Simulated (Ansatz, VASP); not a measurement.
# Cross-check of CdSe between VASP and Ansatz, part 2 of 2

One calculation is typed for both programs; each brings its own data sets and cutoff. How far apart do they land?

VASP 6.6.1 and Ansatz 0.2.0.

So far: The starting structure; Ansatz: G0W0 gap, PBE.

## (3) VASP: G0W0 gap, PBE

Level of this step: G0W0 on PBE; plane waves and PAW (Cd_GW, Se_GW) (VASP).

The same cell, functional and mesh now go to VASP, with its own data sets and cutoff.

Lines of VASP's logs that name or quote its potential files are left out, and so is its time.

The run reads the wave functions of an earlier VASP run, which isn't shown here.

INCAR

```
SYSTEM = CdSe
PREC = Accurate
ENCUT = 300
ISMEAR = 0
SIGMA = 0.01
LREAL = .FALSE.
GGA = PE
NBANDS = 376
ALGO = EVGW0
NELMGW = 1
ENCUTGW = 200
NOMEGA = 48
PRECFOCK = Fast
NBANDSGW = 24
LWAVE = .FALSE.
LCHARG = .FALSE.
```

POSCAR

```
CdSe
1.0
    0.0000000000      3.0702711986      3.0702711986
    3.0702711986      0.0000000000      3.0702711986
    3.0702711986      3.0702711986      0.0000000000
Cd Se
1 1
Direct
    0.0000000000      0.0000000000      0.0000000000
    0.2500000000      0.2500000000      0.2500000000
```

KPOINTS

```
Automatic mesh
0
Gamma
6 6 6
0 0 0
```

PAW data sets: Cd_GW and Se_GW (PBE family, release 64).

Started as:

```bash
> mpirun -np 8 vasp_std
```

Numbers of over 12 decimals in the logs are rounded to 6 here.

The log of the run:

```text
[banner, memory and clock lines left out]
running    8 mpi-ranks, on    1 nodes
 distrk:  each k-point on    8 cores,    1 groups
 distr:  one band on    1 cores,    8 groups

 POSCAR found type information on POSCAR CdSe
 POSCAR found :  2 types and       2 ions
|                                                                             |
|           W    W    AA    RRRRR   N    N  II  N    N   GGGG   !!!           |
|           W    W   A  A   R    R  NN   N  II  NN   N  G    G  !!!           |
|           W    W  A    A  R    R  N N  N  II  N N  N  G       !!!           |
|           W WW W  AAAAAA  RRRRR   N  N N  II  N  N N  G  GGG   !            |
|           WW  WW  A    A  R   R   N   NN  II  N   NN  G    G                |
|           W    W  A    A  R    R  N    N  II  N    N   GGGG   !!!           |
|                                                                             |
|     For optimal performance we recommend to set                             |
|       NCORE = 2 up to number-of-cores-per-socket                            |
|     NCORE specifies how many cores store one orbital (NPAR=cpu/NCORE).      |
|     This setting can greatly improve the performance of VASP for DFT.       |
|     The default, NCORE=1 might be grossly inefficient on modern             |
|     multi-core architectures or massively parallel machines. Do your        |
|     Unfortunately you need to use the default for GW and RPA                |
|     calculations (for HF NCORE is supported but not extensively tested      |
|     yet).                                                                   |
|                                                                             |

|                                                                             |
|           W    W    AA    RRRRR   N    N  II  N    N   GGGG   !!!           |
|           W    W   A  A   R    R  NN   N  II  NN   N  G    G  !!!           |
|           W    W  A    A  R    R  N N  N  II  N N  N  G       !!!           |
|           W WW W  AAAAAA  RRRRR   N  N N  II  N  N N  G  GGG   !            |
|           WW  WW  A    A  R   R   N   NN  II  N   NN  G    G                |
|           W    W  A    A  R    R  N    N  II  N    N   GGGG   !!!           |
|                                                                             |
|     The default for ENCUTGWSOFT is different in this version of VASP.       |
|     please manually set ENCUTGWSOFT =200 in the INCAR file.                 |
|                                                                             |

 LDA part: xc-table for (Slater+PW92), standard interpolation
 found WAVECAR, reading the header
 POSCAR, INCAR and KPOINTS ok, starting setup
 FFT: planning ... GRIDC
 FFT: planning ... GRID_SOFT
 FFT: planning ... GRID
 reading WAVECAR
 the WAVECAR file was read successfully
 initial charge from wavefunction
 available memory per node:     83.84 GB, setting MAXMEM to     85854

 The Fermi energy was updated, please check that it is located mid-gap
 values below the HOMO (VB) or above the LUMO (CB) will cause erroneous energies
 E-fermi :   2.1280

 calculate exact exchange contribution
 the WAVEDER file was read successfully
energies w=
    0.000    0.000    0.232    0.000    0.463    0.000    0.692    0.000
    0.918    0.000    1.141    0.000    1.360    0.000    1.575    0.000
    1.785    0.000    1.992    0.000    2.195    0.000    2.395    0.000
    2.593    0.000    2.788    0.000    2.981    0.000    3.174    0.000
    3.366    0.000    3.560    0.000    3.755    0.000    3.953    0.000
    4.154    0.000    4.360    0.000    4.573    0.000    4.793    0.000
    5.023    0.000    5.264    0.000    5.520    0.000    5.792    0.000
    6.083    0.000    6.396    0.000    6.741    0.000    7.118    0.000
    7.538    0.000    8.010    0.000    8.548    0.000    9.164    0.000
    9.887    0.000   10.743    0.000   11.781    0.000   13.064    0.000
   14.696    0.000   16.840    0.000   19.782    0.000   24.062    0.000
   30.845    0.000   43.184    0.000   72.470    0.000  228.207    0.000
 responsefunction array rank=     392
 LDA part: xc-table for (Slater+PW92), standard interpolation

 min. memory requirement per mpi rank    482.1 MB, per node   3856.4 MB

 allocating   6 responsefunctions rank=   392
 shmem allocating  48 responsefunctions rank=   392
 response function shared by NCSHMEM nodes    1
 Doing            6  frequencies on each core in blocks of           48
NQ=   1    0.0000    0.0000    0.0000,
|.........|.........|.........|.........|.........|.........|.........|.........
 performed       1715000 updates of chi_q(r,r)
 total number of BLAS operations       1577.33 Gflops
NQ=   2    0.1667    0.0000    0.0000,
|.........|.........|.........|.........|.........|.........|.........|.........
 performed       4657000 updates of chi_q(r,r)
 total number of BLAS operations       4662.55 Gflops
NQ=   3    0.3333    0.0000    0.0000,
|.........|.........|.........|.........|.........|.........|.........|.........
 performed       7599000 updates of chi_q(r,r)
 total number of BLAS operations       7696.85 Gflops
NQ=   4    0.5000    0.0000    0.0000,
|.........|.........|.........|.........|.........|.........|.........|.........
 performed      10108000 updates of chi_q(r,r)
 total number of BLAS operations      10415.92 Gflops
NQ=   5    0.1667    0.1667    0.0000,
|.........|.........|.........|.........|.........|.........|.........|.........
 performed      13050000 updates of chi_q(r,r)
 total number of BLAS operations      13382.98 Gflops
NQ=   6    0.3333    0.1667    0.0000,
|.........|.........|.........|.........|.........|.........|.........|.........
 performed      17545000 updates of chi_q(r,r)
 total number of BLAS operations      18200.10 Gflops
NQ=   7    0.5000    0.1667    0.0000,
|.........|.........|.........|.........|.........|.........|.........|.........
 performed      22040000 updates of chi_q(r,r)
 total number of BLAS operations      23257.04 Gflops
NQ=   8   -0.3333    0.1667    0.0000,
|.........|.........|.........|.........|.........|.........|.........|.........
 performed      26535000 updates of chi_q(r,r)
 total number of BLAS operations      28260.18 Gflops
NQ=   9   -0.1667    0.1667    0.0000,
|.........|.........|.........|.........|.........|.........|.........|.........
 performed      30452000 updates of chi_q(r,r)
 total number of BLAS operations      32573.87 Gflops
NQ=  10    0.3333    0.3333    0.0000,
|.........|.........|.........|.........|.........|.........|.........|.........
 performed      33394000 updates of chi_q(r,r)
 total number of BLAS operations      35955.67 Gflops
NQ=  11    0.5000    0.3333    0.0000,
|.........|.........|.........|.........|.........|.........|.........|.........
 performed      37889000 updates of chi_q(r,r)
 total number of BLAS operations      41039.62 Gflops
NQ=  12   -0.3333    0.3333    0.0000,
|.........|.........|.........|.........|.........|.........|.........|.........
 performed      41806000 updates of chi_q(r,r)
 total number of BLAS operations      45446.83 Gflops
NQ=  13    0.5000    0.5000    0.0000,
|.........|.........|.........|.........|.........|.........|.........|.........
 performed      44063000 updates of chi_q(r,r)
 total number of BLAS operations      48165.17 Gflops
NQ=  14    0.5000    0.3333    0.1667,
|.........|.........|.........|.........|.........|.........|.........|.........
 performed      49099000 updates of chi_q(r,r)
 total number of BLAS operations      53861.49 Gflops
NQ=  15   -0.3333    0.3333    0.1667,
|.........|.........|.........|.........|.........|.........|.........|.........
 performed      53846000 updates of chi_q(r,r)
 total number of BLAS operations      59061.20 Gflops
NQ=  16   -0.3333    0.5000    0.1667,
|.........|.........|.........|.........|.........|.........|.........|.........
 performed      57781000 updates of chi_q(r,r)
 total number of BLAS operations      63465.13 Gflops
 resolving degeneracies of screened two electron integrals

 calculate QP shifts <psi_nk| G(iteration)W_0 |psi_nk>: iteration 1
 entering main loop
```

OUTCAR, selected parts (step 3):

```text
ion  position               nearest neighbor table
   1  0.000  0.000  0.000-   2 2.66   2 2.66   2 2.66   2 2.66
   2  0.250  0.250  0.250-   1 2.66   1 2.66   1 2.66   1 2.66

  LATTYP: Found a face centered cubic cell.
 ALAT       =     6.1405423972

 Subroutine GETGRP returns: Found 24 space group operations
 (whereof 24 operations were pure point group operations)

The static configuration has the point symmetry T_d .

 Found     16 irreducible k-points:

   k-points           NKPTS =     16   k-points in BZ     NKDIM =    216   number of bands    NBANDS=    376

   dimension x,y,z NGX =    28 NGY =   28 NGZ =   28
   dimension x,y,z NGXF=    56 NGYF=   56 NGZF=   56

   ENCUT  =  300.0 eV  22.05 Ry    4.70 a.u.   6.13  6.13  6.13*2*pi/ulx,y,z

   NELECT =      18.0000    total number of electrons

  energy-cutoff  :      300.00
  volume of cell :       57.88
      direct lattice vectors                 reciprocal lattice vectors
     0.000000000  3.070271199  3.070271199    -0.162852063  0.162852063  0.162852063
     3.070271199  0.000000000  3.070271199     0.162852063 -0.162852063  0.162852063
     3.070271199  3.070271199  0.000000000     0.162852063  0.162852063 -0.162852063

 k-points in reciprocal lattice and weights: Automatic mesh
   0.00000000  0.00000000  0.00000000       0.005
   0.16666667  0.00000000  0.00000000       0.037
   0.33333333  0.00000000  0.00000000       0.037
   0.50000000  0.00000000  0.00000000       0.019
   0.16666667  0.16666667  0.00000000       0.028
   0.33333333  0.16666667  0.00000000       0.111
   0.50000000  0.16666667  0.00000000       0.111
  -0.33333333  0.16666667  0.00000000       0.111
  -0.16666667  0.16666667  0.00000000       0.056
[...]
-0.33333333  0.33333333  0.16666667       0.111
  -0.33333333  0.50000000  0.16666667       0.056

 E-fermi :   2.1280

 QP shifts <psi_nk| G(iteration)W_0 |psi_nk>: iteration 1
 for sc-GW calculations column KS-energies equals QP-energies in previous step
 and V_xc(KS)=  KS-energies - (<T + V_ion + V_H > + <T+V_H+V_ion>^1  + <V_x>^1)
 k-point   1 :       0.0000    0.0000    0.0000
  band No.  KS-energies  QP-energies   sigma(KS)   V_xc(KS)     V^pw_x(r,r')   Z            occupation Imag(sigma)
    ...
      6      -5.6207      -7.7918     -18.6477     -15.4987     -23.1570       0.6895       2.0000      -0.0147
      7       1.8614       0.9732     -13.8179     -12.6050     -15.0311       0.7323       2.0000      -0.2176
      8       1.8614       0.9732     -13.8179     -12.6050     -15.0311       0.7323       2.0000      -0.2176
      9       1.8614       0.9732     -13.8179     -12.6050     -15.0311       0.7323       2.0000      -0.2176
     10       2.3946       2.2496      -9.7802      -9.5918      -6.1825       0.7700       0.0000      -0.3461
     11       7.7894       7.8384      -9.0819      -9.1467      -4.6296       0.7560       0.0000      -0.2764
     12       7.7894       7.8384      -9.0819      -9.1467      -4.6296       0.7560       0.0000      -0.2764
     13       7.7894       7.8384      -9.0819      -9.1467      -4.6296       0.7560       0.0000      -0.2764
    ...

 k-point   2 :       0.1667    0.0000    0.0000
  band No.  KS-energies  QP-energies   sigma(KS)   V_xc(KS)     V^pw_x(r,r')   Z            occupation Imag(sigma)
    ...
      6      -5.6213      -7.7890     -18.6439     -15.4961     -23.1555       0.6886       2.0000      -0.0142
      7       0.1922      -0.7054     -12.6347     -11.3930     -13.8981       0.7229       2.0000      -0.1982
      8       1.6631       0.7652     -13.6647     -12.4351     -14.9416       0.7302       2.0000      -0.2142
      9       1.6631       0.7652     -13.6647     -12.4351     -14.9416       0.7302       2.0000      -0.2142
     10       3.7016       3.5787     -10.4686     -10.3082      -6.8994       0.7656       0.0000      -0.3398
     11       7.5350       7.5184      -9.1136      -9.0916      -4.6780       0.7544       0.0000      -0.2839
     12       8.1006       8.1576      -9.1716      -9.2474      -4.6308       0.7509       0.0000      -0.2843
     13       8.1006       8.1576      -9.1716      -9.2474      -4.6308       0.7509       0.0000      -0.2843
    ...

 k-point   3 :       0.3333    0.0000    0.0000
  band No.  KS-energies  QP-energies   sigma(KS)   V_xc(KS)     V^pw_x(r,r')   Z            occupation Imag(sigma)
    ...
      6      -5.5990      -7.6537     -18.1712     -15.1858     -22.7227       0.6882       2.0000       0.0303
      7      -1.5464      -2.5207     -12.2388     -10.8380     -14.4058       0.6955       2.0000      -0.1331
      8       1.3112       0.4025     -13.4267     -12.1710     -14.8252       0.7236       2.0000      -0.2091
      9       1.3112       0.4025     -13.4267     -12.1710     -14.8252       0.7236       2.0000      -0.2091
     10       4.2144       4.1661      -9.7794      -9.7166      -5.7627       0.7694       0.0000      -0.3243
     11       8.3412       8.3004      -9.3598      -9.3042      -4.6422       0.7360       0.0000      -0.3313
     12       8.3485       8.3837      -9.0361      -9.0831      -4.4858       0.7486       0.0000      -0.2812
     13       8.3485       8.3837      -9.0361      -9.0831      -4.4858       0.7486       0.0000      -0.2812
    ...

 k-point   4 :       0.5000    0.0000    0.0000
  band No.  KS-energies  QP-energies   sigma(KS)   V_xc(KS)     V^pw_x(r,r')   Z            occupation Imag(sigma)
    ...
      6      -5.3468      -7.4381     -18.5244     -15.5064     -23.0417       0.6929       2.0000       0.0160
      7      -2.3636      -3.2964     -11.6335     -10.2606     -14.1486       0.6794       2.0000      -0.0833
      8       1.1515       0.2374     -13.3253     -12.0602     -14.7772       0.7225       2.0000      -0.2074
      9       1.1515       0.2374     -13.3253     -12.0602     -14.7772       0.7225       2.0000      -0.2074
     10       4.2062       4.1527      -9.6377      -9.5683      -5.5914       0.7721       0.0000      -0.3190
     11       8.2962       8.3104      -8.8990      -8.9178      -4.4130       0.7506       0.0000      -0.2722
     12       8.2962       8.3104      -8.8990      -8.9178      -4.4130       0.7506       0.0000      -0.2722
     13       9.1786       9.0731      -8.9794      -8.8339      -4.0623       0.7252       0.0000      -0.3467
    ...

[... 4 further parts left out ...]
```

## (4) Comparison

Known differences besides the potentials themselves: the two programs' PAW sets differ in cores and partial waves; the data sets hold 36 valence electrons in Ansatz (default PAW (the set named soft_2) files) and 18 in VASP; the cutoff is 420 eV in Ansatz and 300 eV in VASP; VASP leaves aspherical gradient terms in its spheres out (LASPH is not set), Ansatz keeps them; Ansatz integrates over frequency by contour deformation, VASP on a grid of NOMEGA points. Total energies have different zeros and are not compared.

Compared:

```csv
quantity,Ansatz,VASP,difference
G0W0 gap on the mesh (eV),1.21,1.28,-0.07
PBE gap under it (eV),0.55,0.53,+0.02
```

## (5) What came out

| Item | Value |
| --- | --- |
| difference in G0W0 gap on the mesh (G0W0 gap, PBE) | -0.065 eV |

**Reading.** The difference in G0W0 gap on the mesh is -0.065 eV (G0W0 gap, PBE), within the 0.15 eV picked in this series as the mark of a large difference. Such differences can come from data sets, numerical settings and the points named under the comparisons, not from the functional's error against experiment.

[Lines on the potential files, build, host, timing and source positions are cut from VASP's logs without a mark.]

[Logs are printed without paths, hosts, clocks, repeated set-up lines and the standing remarks that a program may print on its own settings, such as how far it seeks lower states.]

[Hosts, paths, dates, database ids (printed as entryN), source tags and the programs' standing remarks are cut or masked in the printed files.]
